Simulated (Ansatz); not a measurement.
# Pd (P6_3/mmc) in Ansatz: a series of runs

Aim: see how the results for Pd move with the level of theory and the settings. Levels: PBEsol, PBEsol+D3(BJ), PBEsol+D3(BJ)-ATM. Tasks: relaxation of cell and atoms.

Everything below comes from runs of Ansatz 0.2.0. Logs are shortened: lines on timing, memory, paths and dates and some standing lists are left out, and cuts for length are marked.

## (1) Starting point

It takes space group P6_3/mmc (No. 194, hexagonal). The conventional cell has a = 2.784 Å, b = 2.784 Å, c = 4.629 Å, α = 90.00°, β = 90.00°, γ = 120.00°. Pd (site symmetry -6m2) is surrounded by 12 Pd at 2.78 to 2.82 Å.

This isn't the form of Pd at room conditions, which is fcc.

## (2) Relaxation of cell and atoms, PBEsol

The input, input.yaml:

```yaml
crystal:
  lattice:
    - [2.7836650458, 0.0, 0.0]
    - [-1.3918325229, 2.4107246453, 0.0]
    - [0.0, 0.0, 4.628893]
  atoms:
    - { symbol: Pd, position: [0.3333333333, 0.6666666667, 0.25] }
    - { symbol: Pd, position: [0.6666666667, 0.3333333333, 0.75] }
hamiltonian:
  xc: pbesol
  pseudopotentials: { kind: paw }
kpoints:
  mp_grid: { grid: [11, 11, 6] }
scf:
  occupations: { method: fermi_dirac, width: 0.05 }
output:
  forces: true
  stress: true
  eigenvalues: true
relax:
  f_tol: 0.01
  max_steps: 40
  cell: { stress_tol: 0.05 }
```

Potentials or basis: Ansatz PAW.

The run is started by

```
> ansatz run input.yaml --threads 2 --pin off --max-ram 5632MiB --backend cpu --events-out ev --progress --plain --runs-dir out
```

Log:

```text
Warning: RAYON_NUM_THREADS=2 ignored (pool sized by the plan → 2); use --threads N
Engine: ansatz 0.2.0, x86_64-unknown-linux-gnu
Pseudopotentials: kind: paw
Pseudopotential: Pd, paw, valence charge 18, recommended cutoff 420 eV (normal), Pd.paw.azcp
Functional definition: PBEsol
  exchange = pbesol_x
  correlation = pbesol_c
Crystal: 2 atoms, lattice volume = 31.063 Å³
Basis set: ecut = 420 eV, 591 PW (Γ), exchange–correlation on 40×40×64 points (8 copies of the dense FFT grid, shifted against one another)
Bands: 22, of which v1, the nominal top of the filled ones, is band 18 counted from 1 (17 counted from 0)
Symmetry: 24 space group operations
Space group: P63/mmc (ITA 194), of the structure as read, at distance tolerance 3.1e-5 Å
k-points: 64 of 726
Non-local potential: Pd, projectors of the file, l = 0: 2, l = 1: 2, l = 2: 2, l = 3: 1
PAW form: soft (Blöchl's): semilocal exchange-correlation on the pseudo side does not see the compensation charge
PAW frozen core: Pd, regenerated for the run's functional, and the local potential with it (the file was generated under x = pbe(κ = 0.804, μ = 0.2195149727645171), c = pbe(β = 0.06672455060314922))
PAW one-centre angular grid: Pd, 590 points (default); XC on 64 Gauss nodes
Initial density: superposition of atomic densities (neutral atoms: chi_scale 0, normalization atom), corrected by the library's trained network
Initial wavefunctions: pseudopotential atomic-orbital guess
Functional: x = pbesol(κ = 0.804, μ = 0.12345679012345678), c = pbesol(β = 0.046)
SCF iter   1: F=—  HF=-13813.174636 eV  |F-HF|=—  |Δ(HF+E_count)|=         —  Δρ=1.19e-2  dr2=3.60e-2  ethr=1.77e-3  ⟨swp⟩=5.5  Hψ=6355  notcnv=0
preconditioner: auto → Kerker (q_TF=auto, 2.796 Å⁻¹)  [metal: Δε(μ)=0.004 eV  Ē_g=8.956 eV  σ=0.050 eV  W_gap=0.02  n_scr=10 (ndim 8)  ℏωp=29.8 eV  f_vac=0.000  D(μ)=6.01/eV (n_scr^D=110)]
SCF iter   2: F=—  HF=-13813.166985 eV  |F-HF|=—  |Δ(HF+E_count)|=   7.65e-3  Δρ=4.60e-3  dr2=5.70e-3  ethr=1.00e-4  ⟨swp⟩=2.3  Hψ=2302  notcnv=0
SCF iter   3: F=—  HF=-13813.165585 eV  |F-HF|=—  |Δ(HF+E_count)|=   1.40e-3  Δρ=8.99e-4  dr2=1.91e-4  ethr=1.58e-5  ⟨swp⟩=2.2  Hψ=1878  notcnv=0
SCF iter   4: F=—  HF=-13813.165563 eV  |F-HF|=—  |Δ(HF+E_count)|=   2.22e-5  Δρ=1.89e-4  dr2=6.76e-6  ethr=5.30e-7  ⟨swp⟩=2.3  Hψ=1904  notcnv=0
SCF iter   5: F=—  HF=-13813.165571 eV  |F-HF|=—  |Δ(HF+E_count)|=   8.09e-6  Δρ=5.06e-5  dr2=4.89e-7  ethr=1.88e-8  ⟨swp⟩=2.0  Hψ=2374  notcnv=0
SCF iter   6: F=-13813.165571 eV  HF=-13813.165571 eV  |F-HF|=6.28e-9  |Δ(HF+E_count)|=   5.17e-8  Δρ=1.39e-5  dr2=3.94e-8  ethr=2.78e-10  ⟨swp⟩=4.2  Hψ=4816  notcnv=0
SCF 1 converged in 6 iterations: F = -13813.165571 eV  dr2 = 3.94e-8
relax step   1: F+E_penalty+E_count = -13813.16557061 eV  Δ(F+E_penalty+E_count) = +0.000e0 eV  max|allowed force component| = 3.701e-17 eV/Å  Δτ_max = 0.0000 Å  P = -10.329 GPa  Ω = 31.063 Å³  (6 SCF iters, dr2 threshold 1.00e-7 eV, accepted)
Crystal: 2 atoms, lattice volume = 27.449 Å³
[... 75 lines left out ...]
SCF iter   6: F=-13813.228358 eV  HF=-13813.228358 eV  |F-HF|=1.82e-12  |Δ(HF+E_count)|=  1.82e-12  Δρ=2.46e-8  dr2=1.12e-13  ethr=1.00e-12  ⟨swp⟩=3.0  Hψ=5390  notcnv=0
SCF 7 converged in 6 iterations: F = -13813.228358 eV  dr2 = 1.12e-13
relax step   7: F+E_penalty+E_count = -13813.22835802 eV  Δ(F+E_penalty+E_count) = +6.523e-4 eV  max|allowed force component| = 7.401e-17 eV/Å  Δτ_max = 0.0000 Å  P = +0.033 GPa  Ω = 29.238 Å³  stress off target by 3.34e-2 GPa  SCF on the basis re-selected at this cell (its energy is not comparable with the rows above)  (6 SCF iters)
basis re-selected at this cell: Δ(F+E_penalty+E_count) = +6.523e-4 eV, ΔP = +0.033 GPa vs the last step (what re-selecting the basis moved, of the pressure what is left beyond the Pulay correction that the steps carried, after the strain that the cell walked since its last selection, with what the two solves' SCF thresholds leave and, on support functions, any second-order correction that the steps lacked; it is no measure of the basis error at this ecutwfc). This SCF's stress stands 3.34e-2 GPa from its target on what of the cell is left free (relax.cell.stress_tol is 5.00e-2 GPa) and its largest allowed force component is 7.40e-17 eV/Å (relax.f_tol is 1.00e-2 eV/Å): within both
SCF converged after 6 iterations
Free energy (F): -13813.228358 eV
Harris-Foulkes:  -13813.228358 eV  (|F-HF|=1.82e-12)
Internal energy: -13813.183989 eV  (E = F + TS)
E sigma→0 (E₀):  -13813.206174 eV
Entropy (-TS):   -0.044369 eV (-22.185 meV/atom)
Fermi energy:    19.908729 eV
--- Per-component energies (eV) ---
  E_band       = -270.544269
  E_kinetic    = 1027.125045
  E_local      = -3473.110007  (includes V_loc(G=0)·N_el)
  E_nonlocal   = 438.530344
  E_hartree    = 1409.233237
  E_xc         = -335.517253
  E_vxc        = -422.553351  (∫ρ·V_xc dr)
  E_paw        = -7369.561205  (= ΣΔE_a)
  E_vpaw       = -659.003187  (= ΣTr[D̂ρ^β])
  E_aug_tail   = 0.000409  (compensation charges beyond the density's cutoff)
  E_ewald      = -5510.489608
  E_core_change = 0.605048  (= ΣΔE_core)
  E_smearing   = -0.044369  (= −TS)
  E_closure    = -0.000000  (closes the sum)
  Σ components = -13813.228358   (vs F -13813.228358, Δ=0.00e0)
--- Forces (eV/Å), atoms counted from 1 ---
  atom   1  Pd     0.00000000     0.00000000     0.00000000
  atom   2  Pd     0.00000000    -0.00000000    -0.00000000
  max |Σ_I F_I| component: 1.39e-17 eV/Å
--- Stress (GPa, compression-positive) ---
        0.033170       0.000000      -0.000000
        0.000000       0.033170      -0.000000
       -0.000000      -0.000000       0.033360
  P = ⅓ Tr σ = 0.0332 GPa (0.332 kbar)
--- Band table (eV; the first three rows and the last of 64) ---
  k-point 0: bands = ["-64.1951", "-64.1432", "-30.0732", "-29.7762", "-29.7762", "-29.7221", "-29.7221", "-29.6691", "12.5714", "14.4606", "16.8690", "17.0896", "17.0896", "17.4518", "17.4518", "18.1905", "18.1905", "19.6564", "19.6564", "20.6071", "26.8951", "36.8423"]
  k-point 1: bands = ["-64.1916", "-64.1466", "-30.0466", "-29.7726", "-29.7726", "-29.7257", "-29.7257", "-29.6967", "12.8155", "14.5004", "16.8028", "17.0369", "17.0369", "17.3751", "17.3751", "18.3728", "18.3728", "19.6225", "19.6225", "19.6342", "28.2329", "36.4051"]
  k-point 2: bands = ["-64.1821", "-64.1562", "-29.9737", "-29.7716", "-29.7627", "-29.7627", "-29.7356", "-29.7356", "13.4756", "14.5308", "16.6963", "16.9903", "16.9903", "17.2038", "17.2038", "17.9933", "18.7708", "18.7708", "19.4795", "19.4795", "30.9894", "35.7199"]
  k-point 63: bands = ["-64.1225", "-64.1225", "-30.0644", "-30.0644", "-29.9741", "-29.9741", "-29.7665", "-29.7665", "15.5691", "15.5691", "16.2117", "16.2117", "17.0240", "17.0240", "18.1171", "18.1171", "19.7432", "19.7432", "26.2257", "26.2257", "28.6730", "28.6730"]
--- Relaxed structure (6 steps of the walk, 5 accepted, 1 SCFs on fresh bases) ---
  F+E_penalty+E_count = -13813.22835802 eV   max|allowed force component| = 7.401e-17 eV/Å   (the final SCF, on the basis selected at the relaxed cell)
  cell:  # Å, volume = 29.2380 Å³
    - [2.7255215591616335, -2.6647936153771544e-36, 0.0]
    - [-1.3627607795808168, 2.360370908796147, 0.0]
    - [0.0, 0.0, 4.544830111919098]
  atoms:
    - { symbol: Pd, position: [0.33333333333333326, 0.6666666666666665, 0.25] }
    - { symbol: Pd, position: [0.6666666666666666, 0.33333333333333326, 0.7499999999999999] }
```

It took 5.3 s on 2 threads of Intel Xeon 6975P-C (Granite Rapids), shared host; peak memory 0.35 GiB.

Results:

```
Free energy                            : -13813.2284 eV
Relaxed volume                         : 14.62 Å³/atom
Relaxed cell                           : a = 2.726 Å, b = 2.726 Å, c = 4.545 Å, α = 90.00°, β = 90.00°, γ = 120.00°
Space group after relaxing (to 0.05 Å) : P6_3/mmc (No. 194)
Energy gained by relaxing              : 31.4 meV/atom
Ionic steps                            : 6
Pressure after relaxing                : 0.0 GPa
Band gap on the k mesh                 : none (metal or under the smearing width)
```

The path:
| step | energy change (eV) | largest force (eV/Å) | volume (Å³) |
| --- | --- | --- | --- |
| 1 | 0.0000 | 0.0000 | 31.06 |
| 2 | -0.0620 | 0.0000 | 29.49 |
| 3 | -0.0634 | 0.0000 | 29.24 |
| 4 | -0.0634 | 0.0000 | 29.24 |
| 5 | -0.0634 | 0.0000 | 29.24 |
| 6 | -0.0628 | 0.0000 | 29.24 |

Final structure:
```yaml
crystal:
  lattice:
    - [2.72552, 0.00000, 0.00000]
    - [-1.36276, 2.36037, 0.00000]
    - [0.00000, 0.00000, 4.54483]
  atoms:
    - { symbol: Pd, position: [0.33333, 0.66667, 0.25000] }
    - { symbol: Pd, position: [0.66667, 0.33333, 0.75000] }
```

Levels at points of the mesh, in eV from the Fermi level:
| k point | band 16 | band 17 | band 18 | band 19 | band 20 | band 21 |
| --- | --- | --- | --- | --- | --- | --- |
| (0.00, 0.00, 0.00) | -1.72 | -1.72 | -0.25 | -0.25 | 0.70 | 6.99 |
| (0.00, 0.00, -0.50) | -2.86 | -0.73 | -0.73 | -0.73 | -0.73 | 14.02 |

Caveat: the plane-wave basis is chosen anew once the cell has moved, so the energies of steps on either side of that aren't comparable; the PAW data sets come from PBE, with cores solved anew for the run's functional, which leaves a small shift of forces and pressure.

## (3) Relaxation of cell and atoms, PBEsol+D3(BJ)

Changes to input.yaml since step 2:

```diff
@@ -11,2 +11,3 @@
   pseudopotentials: { kind: paw }
+  dispersion: d3bj
 kpoints:
```

Potentials or basis: Ansatz PAW.

The run is started by

```
> ansatz run input.yaml --threads 2 --pin off --max-ram 5632MiB --backend cpu --events-out ev --progress --plain --runs-dir out
```

Log:

```text
Warning: RAYON_NUM_THREADS=2 ignored (pool sized by the plan → 2); use --threads N
[... 6 set-up lines as earlier in the session ...]
Crystal: 2 atoms, lattice volume = 31.063 Å³
Basis set: ecut = 420 eV, 591 PW (Γ), exchange–correlation on 40×40×64 points (8 copies of the dense FFT grid, shifted against one another)
Bands: 22, of which v1, the nominal top of the filled ones, is band 18 counted from 1 (17 counted from 0)
[... 2 set-up lines as earlier in the session ...]
k-points: 64 of 726
[... 7 set-up lines as earlier in the session ...]
SCF iter   1: F=—  HF=-13814.355165 eV  |F-HF|=—  |Δ(HF+E_count)|=         —  Δρ=1.19e-2  dr2=3.60e-2  ethr=1.77e-3  ⟨swp⟩=5.5  Hψ=6355  notcnv=0
preconditioner: auto → Kerker (q_TF=auto, 2.796 Å⁻¹)  [metal: Δε(μ)=0.004 eV  Ē_g=8.956 eV  σ=0.050 eV  W_gap=0.02  n_scr=10 (ndim 8)  ℏωp=29.8 eV  f_vac=0.000  D(μ)=6.01/eV (n_scr^D=110)]
SCF iter   2: F=—  HF=-13814.347515 eV  |F-HF|=—  |Δ(HF+E_count)|=   7.65e-3  Δρ=4.60e-3  dr2=5.70e-3  ethr=1.00e-4  ⟨swp⟩=2.3  Hψ=2302  notcnv=0
SCF iter   3: F=—  HF=-13814.346115 eV  |F-HF|=—  |Δ(HF+E_count)|=   1.40e-3  Δρ=8.99e-4  dr2=1.91e-4  ethr=1.58e-5  ⟨swp⟩=2.2  Hψ=1878  notcnv=0
SCF iter   4: F=—  HF=-13814.346092 eV  |F-HF|=—  |Δ(HF+E_count)|=   2.22e-5  Δρ=1.89e-4  dr2=6.76e-6  ethr=5.30e-7  ⟨swp⟩=2.3  Hψ=1904  notcnv=0
[... 116 lines left out ...]
SCF converged after 6 iterations
Free energy (F): -13814.505358 eV
Harris-Foulkes:  -13814.505358 eV  (|F-HF|=0.00e0)
Internal energy: -13814.462724 eV  (E = F + TS)
E sigma→0 (E₀):  -13814.484041 eV
Entropy (-TS):   -0.042634 eV (-21.317 meV/atom)
Fermi energy:    20.831143 eV
--- Per-component energies (eV) ---
  E_band       = -241.915833
  E_kinetic    = 1029.001720
  E_local      = -3379.009835  (includes V_loc(G=0)·N_el)
  E_nonlocal   = 438.424597
  E_hartree    = 1376.258629
  E_xc         = -336.376114
  E_vxc        = -423.702176  (∫ρ·V_xc dr)
  E_paw        = -7369.645441  (= ΣΔE_a)
  E_vpaw       = -659.147847  (= ΣTr[D̂ρ^β])
  E_aug_tail   = 0.000447  (compensation charges beyond the density's cutoff)
  E_ewald      = -5572.423076
  E_disp       = -1.298700  (pairwise vdW)
  E_core_change = 0.605048  (= ΣΔE_core)
  E_smearing   = -0.042634  (= −TS)
  E_closure    = -0.000000  (closes the sum)
  Σ components = -13814.505358   (vs F -13814.505358, Δ=0.00e0)
--- Forces (eV/Å), atoms counted from 1 ---
  atom   1  Pd     0.00000000     0.00000000     0.00000000
  atom   2  Pd     0.00000000    -0.00000000     0.00000000
  max |Σ_I F_I| component: 4.63e-18 eV/Å
--- Stress (GPa, compression-positive) ---
       -0.000995       0.000000       0.000000
        0.000000      -0.000995       0.000000
        0.000000       0.000000      -0.001083
  P = ⅓ Tr σ = -0.0010 GPa (-0.010 kbar)
--- Band table (eV; the first three rows and the last of 64) ---
  k-point 0: bands = ["-63.3824", "-63.3214", "-29.2884", "-28.9427", "-28.9427", "-28.8815", "-28.8815", "-28.8300", "13.2274", "15.1124", "17.6298", "17.8549", "17.8549", "18.2407", "18.2407", "19.0082", "19.0082", "20.5632", "20.5632", "21.4588", "28.1002", "37.7779"]
  k-point 1: bands = ["-63.3783", "-63.3255", "-29.2583", "-28.9386", "-28.9386", "-28.8856", "-28.8856", "-28.8614", "13.4793", "15.1576", "17.5589", "17.7983", "17.7983", "18.1586", "18.1586", "19.2027", "19.2027", "20.4778", "20.5286", "20.5286", "29.4445", "37.3308"]
  k-point 2: bands = ["-63.3672", "-63.3367", "-29.1757", "-28.9465", "-28.9275", "-28.9275", "-28.8969", "-28.8969", "14.1583", "15.2037", "17.4443", "17.7485", "17.7485", "17.9757", "17.9757", "18.7982", "19.6266", "19.6266", "20.3792", "20.3792", "32.2273", "36.7099"]
  k-point 63: bands = ["-63.2979", "-63.2979", "-29.2688", "-29.2688", "-29.1654", "-29.1654", "-28.9380", "-28.9380", "16.2513", "16.2513", "16.9248", "16.9248", "17.7849", "17.7849", "18.9361", "18.9361", "20.6559", "20.6559", "27.2912", "27.2912", "29.8472", "29.8472"]
--- Relaxed structure (7 steps of the walk, 7 accepted, 2 SCFs on fresh bases) ---
  F+E_penalty+E_count = -13814.50535763 eV   max|allowed force component| = 7.170e-17 eV/Å   (the final SCF, on the basis selected at the relaxed cell)
  cell:  # Å, volume = 28.2745 Å³
    - [2.696346452242043, -5.329587230754309e-36, 0.0]
    - [-1.3481732261210215, 2.335104525045654, 0.0]
    - [0.0, 0.0, 4.490684161052589]
  atoms:
    - { symbol: Pd, position: [0.3333333333333333, 0.6666666666666666, 0.24999999999999997] }
    - { symbol: Pd, position: [0.6666666666666666, 0.3333333333333333, 0.7499999999999999] }
```

Run time: 6.5 s. Hardware: 2 threads of Intel Xeon 6975P-C (Granite Rapids), shared host; peak memory 0.35 GiB.

What came out:

| Quantity | Value |
| --- | --- |
| Free energy | -13814.5054 eV |
| Relaxed volume | 14.14 Å³/atom |
| Relaxed cell | a = 2.696 Å, b = 2.696 Å, c = 4.491 Å, α = 90.00°, β = 90.00°, γ = 120.00° |
| Space group after relaxing (to 0.05 Å) | P6_3/mmc (No. 194) |
| Energy gained by relaxing | 79.6 meV/atom |
| Ionic steps | 9 |
| Pressure after relaxing | 0.0 GPa |
| Band gap on the k mesh | none (metal or under the smearing width) |

The path:
```tsv
step	energy change (eV)	largest force (eV/Å)	volume (Å³)
1	0.0000	0.0000	31.06
2	-0.1046	0.0000	26.85
3	-0.1579	0.0000	28.58
4	-0.1604	0.0000	28.27
5	-0.1604	0.0000	28.27
6	-0.1604	0.0000	28.27
7	-0.1593	0.0000	28.27
8	-0.1593	0.0000	28.27
9	-0.1593	0.0000	28.27
```

Final structure:
```yaml
crystal:
  lattice:
    - [2.69635, 0.00000, 0.00000]
    - [-1.34817, 2.33510, 0.00000]
    - [0.00000, 0.00000, 4.49068]
  atoms:
    - { symbol: Pd, position: [0.33333, 0.66667, 0.25000] }
    - { symbol: Pd, position: [0.66667, 0.33333, 0.75000] }
```

Caveat: the plane-wave basis is chosen anew once the cell has moved, so the energies of steps on either side of that aren't comparable; pairwise dispersion overbinds metals, which lowers pressure and volume; the PAW data sets come from PBE, with cores solved anew for the run's functional, which leaves a small shift of forces and pressure.

(Continued in part 2 of 2.)
